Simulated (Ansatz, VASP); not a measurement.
# Cross-check of Ta2O5 between VASP and Ansatz, part 2 of 2

One calculation is typed for both programs; each brings its own data sets. How far apart do they land? The cell is taken from a series of runs on this material, whose earlier steps may have relaxed, scaled, displaced or heated it; both programs get it as it stands.

VASP 6.6.1 and Ansatz 0.2.0.

So far: Starting point; Ansatz: single point, HSE06; VASP: single point, HSE06.

**3. VASP: single point, HSE06 (continued)**

Level of this step: HSE06; plane waves and PAW (Ta_pv, O) (VASP).

Numbers of over 12 decimals in the logs are rounded to 6 here.

From OUTCAR (step 3):

```text
ion  position               nearest neighbor table
   1  0.646  0.000  0.792-   7 1.90   3 1.93   3 1.93   5 1.98   5 1.98   6 2.20   2 3.32   2 3.32

  LATTYP: Found a simple monoclinic cell.
 ALAT       =     3.8315036434
 B/A-ratio  =     1.0057207794
 C/A-ratio  =     1.7701614195
 COS(beta)  =    -0.2822165294

 Subroutine GETGRP returns: Found  4 space group operations
 (whereof  4 operations were pure point group operations)

The static configuration has the point symmetry C_2h.

 Found     18 irreducible k-points:

   k-points           NKPTS =     18   k-points in BZ     NKDIM =     32   number of bands    NBANDS=     33

   dimension x,y,z NGX =    28 NGY =   30 NGZ =   50
   dimension x,y,z NGXF=    56 NGYF=   60 NGZF=  100

   ENCUT  =  520.0 eV  38.22 Ry    6.18 a.u.   7.12  7.16 12.61*2*pi/ulx,y,z

   NELECT =      52.0000    total number of electrons

 k-points in reciprocal lattice and weights: Automatic mesh
   0.00000000  0.00000000  0.00000000       0.031
   0.25000000  0.00000000  0.00000000       0.062
   0.50000000  0.00000000  0.00000000       0.031
   0.00000000  0.25000000  0.00000000       0.062
   0.25000000  0.25000000  0.00000000       0.125
   0.50000000  0.25000000  0.00000000       0.062
   0.00000000  0.50000000  0.00000000       0.031
   0.25000000  0.50000000  0.00000000       0.062
   0.50000000  0.50000000  0.00000000       0.031
[...]
0.25000000  0.50000000  0.50000000       0.062
   0.50000000  0.50000000  0.50000000       0.031

  exchange ACFDT corr.  =         0.00000000  see jH, gK, PRB 81, 115126

 average (electrostatic) potential at core
       1 -37.3683       2 -37.3683       3 -66.2027       4 -66.2027       5 -67.2054
       6 -67.2054       7 -67.2145

 E-fermi :   0.0449

 k-point     1 :       0.0000    0.0000    0.0000
  band No.  band energies     occupation
    ...
     22      -1.0756      2.00000
     23      -1.0346      2.00000
     24      -0.8243      2.00000
     25      -0.6653      2.00000
     26      -0.5674      2.00000
     27       3.5945      0.00000
     28       4.0360      0.00000
     29       4.2224      0.00000
     30       5.8624      0.00000
     31       5.8889      0.00000
    ...

 k-point     2 :       0.2500    0.0000    0.0000
  band No.  band energies     occupation
    ...
     22      -1.3251      2.00000
     23      -1.3169      2.00000
     24      -0.9959      2.00000
     25      -0.9044      2.00000
     26      -0.6992      2.00000
     27       4.0357      0.00000
     28       4.5728      0.00000
     29       4.8200      0.00000
     30       4.9622      0.00000
     31       6.2536      0.00000
    ...

 k-point     3 :       0.5000    0.0000    0.0000
  band No.  band energies     occupation
    ...
     22      -1.5635      2.00000
     23      -1.3252      2.00000
     24      -1.2784      2.00000
     25      -0.9472      2.00000
     26      -0.7502      2.00000
     27       3.9285      0.00000
     28       4.6268      0.00000
     29       5.5017      0.00000
     30       6.1746      0.00000
     31       6.5090      0.00000
    ...

  Total        0.6395929     -0.2838368      0.2031273      0.0000000      0.0000000     -0.0297578
  in kB       10.6669137     -4.7337343      3.3876886      0.0000000      0.0000000     -0.4962912
  external PRESSURE =       3.1069560 kB  Pullay stress =       0.0000000 kB

  energy-cutoff  :      520.00
  volume of cell :       96.07
      direct lattice vectors                 reciprocal lattice vectors
     3.831390962  0.000000000 -0.029384751     0.261575293  0.000000000  0.074773936
     0.000000000  3.853422830  0.000000000     0.000000000  0.259509544  0.000000000
    -1.864142083  0.000000000  6.521169511     0.001178673  0.000000000  0.153683662

 POSITION                                       TOTAL-FORCE (eV/Angst)
 -----------------------------------------------------------------------------------
      0.99892      0.00000      5.14303         0.009747     -0.000000     -0.040563
      0.96833      0.00000      1.34876        -0.009747      0.000000      0.040563
      1.00000      1.92671      5.19796        -0.001204     -0.000000     -0.022069
      0.96725      1.92671      1.29383         0.001204      0.000000      0.022069
     -0.91268      0.00000      5.66817        -0.013382      0.000000      0.045232
      2.87993      0.00000      0.82361         0.013382     -0.000000     -0.045232
      0.98362      0.00000      3.24589        -0.000000      0.000000     -0.000000
 -----------------------------------------------------------------------------------
    total drift:                                0.000000     -0.000000      0.000000

  FREE ENERGIE OF THE ION-ELECTRON SYSTEM (eV)
  ---------------------------------------------------
  free  energy   TOTEN  =       -82.6060956875 eV

  energy  without entropy=      -82.6060956875  energy(sigma->0) =      -82.60609569

 total charge
# of ion       s       p       d       tot
------------------------------------------
    1        0.359   6.381   1.995   8.735
    2        0.359   6.381   1.995   8.735
    3        1.576   3.564   0.000   5.140
    4        1.576   3.564   0.000   5.140
    5        1.566   3.598   0.000   5.163
    6        1.566   3.598   0.000   5.163
    7        1.575   3.577   0.000   5.152
--------------------------------------------------
tot          8.576  30.661   3.991  43.228

[... 3 further parts left out ...]
```

The k-mesh is coarse for exact exchange; levels may shift by about 0.1 eV on a finer one.

**4. Differences**

Known differences besides the potentials themselves: exact exchange at q = 0 is treated differently, which shows on coarse meshes; VASP keeps PBE cores, Ansatz makes them for the functional; fixed occupations in Ansatz, narrow Gaussian smearing in VASP; the data sets hold 84 valence electrons in Ansatz (on PAW files that the input asks for by source) and 52 in VASP; the cutoff is 930 eV in Ansatz and 520 eV in VASP; VASP takes a coarser grid for exact exchange (PRECFOCK = Fast). Total energies have different zeros and are not compared.

The two programs side by side:

| quantity | Ansatz | VASP | difference |
| --- | --- | --- | --- |
| gap on the k mesh (eV) | 3.673 | 3.563 | +0.110 |

A gap on the mesh is an upper bound, since the band edges may lie between its points; neither run holds spin-orbit coupling, which can move the band edges of a compound of Ta.

**5. Summary of results**

```json
{
 "difference in gap on the k mesh (single point, HSE06)": "0.11 eV"
}
```

What this shows: The difference in gap on the k mesh is 0.11 eV (single point, HSE06), beyond the 0.08 eV picked in this series as the mark of a large difference. The data sets hold unlike numbers of valence electrons (84 in Ansatz and 52 in VASP), so part of the differences comes from the potentials. What causes the difference of the single point, HSE06 pair stays open here. Such differences can come from data sets, numerical settings and the points named under the comparisons, not from the functional's error against experiment.

[Lines on the potential files, build, host, timing and source positions are cut from VASP's logs without a mark.]

[Logs are printed without paths, hosts, clocks, repeated set-up lines and the standing remarks that a program may print on its own settings, such as how far it seeks lower states.]

[Hosts, paths, dates, database ids (printed as entryN), source tags and the programs' standing remarks are cut or masked in the printed files.]
